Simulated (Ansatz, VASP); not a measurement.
Given: the input of a run of Ansatz 0.2.0 on ZnSe (Stilleite). 

input.yaml

```yaml
crystal:
  lattice:
    - [0.0, 2.8338, 2.8338]
    - [2.8338, 0.0, 2.8338]
    - [2.8338, 2.8338, 0.0]
  atoms:
    - { symbol: Se, position: [0.75, 0.75, 0.75] }
    - { symbol: Zn, position: [0.0, 0.0, 0.0] }
hamiltonian:
  xc: pbe
  pseudopotentials: { kind: paw, azcp: { folder: soft_1 } }
kpoints:
  mp_grid: { grid: [8, 8, 8] }
scf:
  occupations: { method: fermi_dirac, width: 0.05 }
output:
  forces: true
  stress: true
  eigenvalues: true
```

Potentials or basis: Ansatz PAW soft_1.

Run with:

```sh
$ ansatz run input.yaml --threads 1 --pin off --max-ram 3584MiB --backend cpu --events-out ev --progress --plain --runs-dir out
```

What does the same run look like in VASP 6.6.1? Potentials or basis there: PBE PAW files Se, Zn, 520 eV.

As run (cutoffs and basis follow the program's own potentials, and thresholds, step limits or extra output files can differ):

The input INCAR:

```
SYSTEM = ZnSe
PREC = Accurate
ENCUT = 520
EDIFF = 1E-7
ISMEAR = -1
SIGMA = 0.05
LREAL = .FALSE.
LASPH = .TRUE.
NELM = 100
ALGO = Normal
ISIF = 2
LWAVE = .FALSE.
LCHARG = .FALSE.
GGA = PE
NBANDS = 16
```

KPOINTS

```
regular mesh
0
G
  8 8 8
  0 0 0
```

The input POSCAR:

```
ZnSe
1.0
    0.0000000000      2.8338000000      2.8338000000
    2.8338000000      0.0000000000      2.8338000000
    2.8338000000      2.8338000000      0.0000000000
Se Zn
1 1
Direct
    0.7500000000      0.7500000000      0.7500000000
    0.0000000000      0.0000000000      0.0000000000
```

Potentials or basis: VASP PAW PBE potentials, release 64 (Se, Zn).

Launch:

```sh
$ cat potpaw_PBE.64/Se/POTCAR potpaw_PBE.64/Zn/POTCAR > POTCAR
$ mpirun -np 1 vasp_std > vasp.out
```

Both were run:

|  | Ansatz | VASP |
| --- | --- | --- |
| Pressure | 2.1 GPa | 2.3 GPa |

Ansatz's pressure holds a Pulay term of +0.07 GPa for its cutoff of 420 eV, which the other run lacks.

The potentials hold 28 and 18 valence electrons a cell.

Where Ansatz's input types no cutoff or centring, it takes its own default and a Γ-centred mesh.

Pressure is positive in compression.
